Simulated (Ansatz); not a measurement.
**Relaxing Si**

These are results of Ansatz 0.2.0, DFT PBE, scalar-relativistic, plane waves, PAW, not measurements. Run with 420 eV cutoff, 12×2×12 k-mesh, Gaussian smearing of 0.10 eV, no spin polarisation.

What was changed in P: P → Si on all its sites, cell and atoms relaxed.

Command:

```bash
ansatz run input.yaml --threads 1 --pin off --max-ram 2560MiB --backend cpu --events-out ev --progress --plain --runs-dir out
```

Input:

```yaml
crystal:
  lattice:
    - [3.680653751, 0.0, 0.0]
    - [0.0, 35.8715918001, 0.0]
    - [0.0, 0.0, 3.4503021383]
  atoms:
    - { symbol: Si, position: [0.0, 0.9667255718, 0.5013687272] }
    - { symbol: Si, position: [0.0, 0.0332744282, 0.4986312728] }
    - { symbol: Si, position: [0.5, 0.0332744282, 0.0013687272] }
    - { symbol: Si, position: [0.5, 0.9667255718, 0.9986312728] }
basis:
  ecutwfc: 420
kpoints:
  mp_grid: { grid: [12, 2, 12] }
hamiltonian:
  xc: pbe
scf:
  occupations: { method: gaussian, width: 0.1 }
output:
  forces: true
  stress: true
  eigenvalues: true
relax:
  adjacent_minimum: "off"
  f_tol: 0.01
  max_steps: 60
  cell: { stress_tol: 0.1 }
```

F is the free energy. Steps run on the plane waves of an earlier cell, but the last one, and at times one on the way, on a freshly chosen basis, so a repeated geometry can differ a little in energy.

Steps:

| step | F − F(1) (eV) | largest force component (eV/Å) | V (Å³/atom) | P (GPa) |
| --- | --- | --- | --- | --- |
| 1 | 0.0000 | 0.188 | 113.887 | 0.01 |
| 2 | -0.0128 | 0.089 | 113.456 | 0.01 |
| 3 | -0.0106 | 0.181 | 112.379 | -0.01 |
| 4 | -0.0283 | 0.022 | 113.123 | -0.01 |
| 5 | -0.0257 | 0.016 | 112.605 | 0.05 |
| 6 | -0.0300 | 0.001 | 112.981 | 0.00 |
| 7 | -0.0301 | 0.001 | 112.981 | 0.00 |

Relaxed structure:

```yaml
crystal:
  lattice:
    - [3.54717, 0.00000, 0.00000]
    - [0.00000, 35.87991, 0.00000]
    - [0.00000, 0.00000, 3.55086]
  atoms:
    - { symbol: Si, position: [0.00000, 0.96611, 0.49999] }
    - { symbol: Si, position: [0.00000, 0.03389, 0.50001] }
    - { symbol: Si, position: [0.50000, 0.03389, 0.99999] }
    - { symbol: Si, position: [0.50000, 0.96611, 0.00001] }
```

It takes space group P4/mmm (No. 123, tetragonal). Conventional cell: a = 2.510 Å, b = 2.510 Å, c = 35.880 Å, α = 90.00°, β = 90.00°, γ = 90.00°. Si (site symmetry 4mm) is surrounded by 5 Si at 2.43 to 2.51 Å.

The run converged. It took 4 min on 1 thread of Intel(R) Xeon(R) Platinum 8488C (Sapphire Rapids), with other jobs on the host, peak memory 0.95 GiB.